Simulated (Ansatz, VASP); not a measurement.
One calculation of W3C, two programs

```
CELL_PARAMETERS angstrom
2.85459 0.00000 0.00000
-1.42730 2.47215 0.00000
0.00000 0.00000 21.69711
ATOMIC_POSITIONS crystal
W 0.66667 0.33333 0.18436
W 0.33333 0.66667 0.29260
W 0.00000 0.00000 0.40084
C 0.44444 0.55556 0.53588
```

Alike in both runs: task single point; functional PBE; k mesh 9 × 9 × 1; occupations gaussian, width 0.1 eV; no spin polarisation.

```csv
,VASP,Ansatz
version,VASP 6.6.1,Ansatz 0.2.0
potentials or method,"VASP PAW PBE potentials, release 64 (W_sv, C)","scalar-relativistic, plane waves, PAW"
plane-wave cutoff (eV),520,420
valence electrons in the cell,46,46
```

|  | VASP | Ansatz | Ansatz less VASP |
| --- | --- | --- | --- |
| gap on the k mesh at the Fermi level (eV) | none | none | - |
| rms of the force components (eV/Å) | 0.639 | 0.634 | -0.0046 |
| work function, face that differs most (eV) | 5.00 | 5.09 | +0.090 |

Atom by atom the forces differ by 0.010 eV/Å (rms over components). A gap of «none» marks a metal or a gap that the smearing closes. With one functional, cell and mesh, what is left measures potentials, basis and numerics.

The runs have no spin-orbit coupling, so splittings on W are missing.
